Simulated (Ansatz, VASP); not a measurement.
One calculation of SiO2, two programs

```xyz
6
Lattice="-2.4074 2.4074 3.6595 2.4074 -2.4074 3.6595 2.4074 2.4074 -3.6595" Properties=species:S:1:pos:R:3 pbc="T T T"
Si    0.0000    0.0000    0.0000
Si    0.0000    2.4074    1.8297
O     1.2037    3.0028    2.7446
O     0.5954    1.2037    0.9149
O    -1.2037    1.8119    2.7446
O    -0.5954    3.6111    0.9149
```

Alike in both runs: functional PBE; k mesh 6 × 6 × 6; occupations gaussian, width 0.02 eV; no spin polarisation.

Ansatz relaxed the structure, and its values are those at the end. VASP's run is a single point on that final structure, the one shown.

|  | VASP | Ansatz |
| --- | --- | --- |
| version | VASP 6.6.1 | Ansatz 0.2.0 |
| potentials or method | VASP PAW PBE potentials, release 64 (Si, O) | scalar-relativistic, plane waves, PAW |
| plane-wave cutoff (eV) | 520 | 420 |
| valence electrons in the cell | 32 | 32 |

```csv
,VASP,Ansatz,Ansatz less VASP
gap on the k mesh at the Fermi level (eV),6.05,6.05,+0.002
least direct gap on the mesh (eV),6.05,6.05,+0.002
pressure (GPa),2.7,2.6,-0.16
```

A k mesh can miss the band edges. A hybrid or GW would open this gap; PBE tends to underestimate it.
